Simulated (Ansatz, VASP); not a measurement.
# HgTe: VASP beside Ansatz

The input INCAR:

```
PREC = Accurate
ENCUT = 520
EDIFF = 1E-7
ISMEAR = -1
SIGMA = 0.05
LREAL = False
LASPH = True
NELM = 80
ALGO = Normal
ISIF = 2
LWAVE = False
LCHARG = False
GGA = PE
NBANDS = 16
```

The input KPOINTS:

```
regular mesh
0
Gamma
  10 10 10
```

File POSCAR:

```
HgTe
1.0
   -3.1053358708      3.1053358708      1.5899944314
    3.1053358708     -3.1053358708      1.5899944314
    3.1053358708      3.1053358708     -1.5899944314
Hg Te
1 1
Direct
    0.7500000000      0.2500000000      0.5000000000
    0.0000000000      0.0000000000      0.0000000000
```

input.yaml

```yaml
crystal:
  lattice:
    - [-3.1053358708, 3.1053358708, 1.5899944314]
    - [3.1053358708, -3.1053358708, 1.5899944314]
    - [3.1053358708, 3.1053358708, -1.5899944314]
  atoms:
    - { symbol: Hg, position: [0.75, 0.25, 0.5] }
    - { symbol: Te, position: [0.0, 0.0, 0.0] }
hamiltonian:
  xc: pbe
  pseudopotentials: { kind: paw }
kpoints:
  mp_grid: { grid: [10, 10, 10] }
scf:
  occupations: { method: fermi_dirac, width: 0.05 }
output:
  forces: true
  stress: true
  eigenvalues: true
```

Change from the starting cell: volume scaled by 1.06.

Alike in both runs: task single point; functional PBE; k mesh 10 × 10 × 10; occupations fermi-dirac, width 0.05 eV; no spin polarisation.

```csv
,VASP,Ansatz
version,VASP 6.6.1,Ansatz 0.2.0
potentials or method,"VASP PAW PBE potentials, release 64 (Hg, Te)",Ansatz PAW
plane-wave cutoff (eV),520,420
valence electrons in the cell,18,36
```

VASP gave:

| Quantity | Value |
| --- | --- |
| gap on the k mesh at the Fermi level (eV) | none |
| pressure (GPa) | -2.0 |
| largest component of the traceless stress (GPa) | 2.29 |

Problem. Which values does Ansatz return?

Solution. gap on the k mesh at the Fermi level (eV): none; pressure (GPa): -2.1; largest component of the traceless stress (GPa): 2.30.

A gap of «none» marks a metal or a gap that the smearing closes. The two sets of potentials don't hold the same shells in valence.

Spin-orbit coupling is left out, which matters for the levels of Hg, Te.
